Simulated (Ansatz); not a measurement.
Write the native input for Ansatz 0.2.0 that does the following.

- Task: band structure
- Functional: PBE0
- Potentials or basis: Ansatz PAW
- Cutoff: 420 eV (not typed: the program's choice for these potentials)
- k mesh: 5 × 5 × 5
- Occupations: fermi-dirac, width 0.05 eV
- Spin: no spin polarisation
- Path: [["G", "X", "W", "K", "G", "L", "U", "W", "L", "K"], ["U", "X"]]
- Points for each segment of the path: 4

The system is MgS (Niningerite).

```
S Mg
1.0
     0.00000    2.60165    2.60165
     2.60165    0.00000    2.60165
     2.60165    2.60165    0.00000
S Mg
1 1
Direct
  0.50000 0.50000 0.50000
  0.00000 0.00000 0.00000
```

The input as run:

input

```
crystal:
  lattice:
    - [0.0, 2.60165, 2.60165]
    - [2.60165, 0.0, 2.60165]
    - [2.60165, 2.60165, 0.0]
  atoms:
    - { symbol: S, position: [0.5, 0.5, 0.5] }
    - { symbol: Mg, position: [0.0, 0.0, 0.0] }
hamiltonian:
  xc: pbe0
  pseudopotentials: { kind: paw }
kpoints:
  mp_grid: { grid: [5, 5, 5] }
  band_path:
    path:
      - [[0.0, 0.0, 0.0], [0.5, 0.0, 0.5], [0.5, 0.25, 0.75], [0.375, 0.375, 0.75], [0.0, 0.0, 0.0], [0.5, 0.5, 0.5], [0.625, 0.25, 0.625], [0.5, 0.25, 0.75], [0.5, 0.5, 0.5], [0.375, 0.375, 0.75]]
      - [[0.625, 0.25, 0.625], [0.5, 0.0, 0.5]]
    npoints: 4
scf:
  occupations: { method: fermi_dirac, width: 0.05 }
  n_extra_bands: 6
output:
  forces: true
  stress: true
  eigenvalues: true
  fatbands: false
  write_density: true
  write_potential: true
  elf: true
  volumetric_format: npy
```

It gave:

The pressure is -0.3 GPa. The band gap along the path is 4.53 eV, indirect (least direct gap 5.54 eV).

Caveat: the PAW data sets come from PBE, with cores solved anew for the run's functional, which leaves a small shift of forces and pressure; the thresholds are loose for stress.

Run time: 65 s on 1 × NVIDIA H100 80GB HBM3 with 2 threads of AMD EPYC 7R13 Processor (Zen 3) (shared host), peak memory 1.5 GiB.
